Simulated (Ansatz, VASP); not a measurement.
CdS (Greenockite) in VASP and in Ansatz

INCAR

```
PREC = Accurate
ENCUT = 520
EDIFF = 1E-6
ISMEAR = 0
SIGMA = 0.03
LREAL = F
LASPH = T
NELM = 80
ALGO = Normal
ISIF = 2
LWAVE = F
LCHARG = F
GGA = PE
```

File KPOINTS:

```
Automatic mesh
0
Gamma
  7 7 4
```

Contents of POSCAR:

```
CdS
1.0
    4.1500000000      0.0000000000      0.0000000000
   -2.0750000000      3.5940054257      0.0000000000
    0.0000000000      0.0000000000      6.7370000000
Cd S
2 2
Direct
    0.6666666667      0.3333333333      0.5000000000
    0.3333333333      0.6666666667      0.0000000000
    0.6666666667      0.3333333333      0.8750000000
    0.3333333333      0.6666666667      0.3750000000
```

Contents of input.yaml:

```yaml
crystal:
  lattice:
    - [4.15, 0.0, 0.0]
    - [-2.075, 3.5940054257, 0.0]
    - [0.0, 0.0, 6.737]
  atoms:
    - { symbol: Cd, position: [0.6666666667, 0.3333333333, 0.5] }
    - { symbol: Cd, position: [0.3333333333, 0.6666666667, 0.0] }
    - { symbol: S, position: [0.6666666667, 0.3333333333, 0.875] }
    - { symbol: S, position: [0.3333333333, 0.6666666667, 0.375] }
hamiltonian:
  xc: pbe
  pseudopotentials: { kind: paw }
kpoints:
  mp_grid: { grid: [7, 7, 4] }
scf:
  occupations: { method: gaussian, width: 0.03 }
output:
  forces: true
  stress: true
  eigenvalues: true
```

Alike in both runs: task single point; functional PBE; k mesh 7 × 7 × 4; occupations gaussian, width 0.03 eV; no spin polarisation.

|  | VASP | Ansatz |
| --- | --- | --- |
| version | VASP 6.6.1 | Ansatz 0.2.0 |
| potentials or method | VASP PAW PBE potentials, release 64 (Cd, S) | Ansatz PAW |
| plane-wave cutoff (eV) | 520 | 420 |
| valence electrons in the cell | 36 | 52 |

VASP gave:

| Property | Result |
| --- | --- |
| gap on the k mesh at the Fermi level (eV) | 1.20 |
| least direct gap on the mesh (eV) | 1.20 |
| pressure (GPa) | 2.4 |
| largest component of the traceless stress (GPa) | 0.44 |
| rms of the force components (eV/Å) | 0.040 |

Q: Which values does Ansatz return?

A: gap on the k mesh at the Fermi level (eV): 1.20; least direct gap on the mesh (eV): 1.20; pressure (GPa): 2.1; largest component of the traceless stress (GPa): 0.42; rms of the force components (eV/Å): 0.039.

Atom by atom the forces differ by 0.001 eV/Å (rms over components). The functional is the same, so the differences come from potentials, cutoffs and numerics. The two sets of potentials don't hold the same shells in valence.

Caveats: odd divisions of the mesh miss points on the zone boundary, where band edges often lie, so the gap on the mesh can be too wide (Ansatz). Expect the measured gap to be larger: semilocal functionals such as PBE lack the derivative discontinuity.
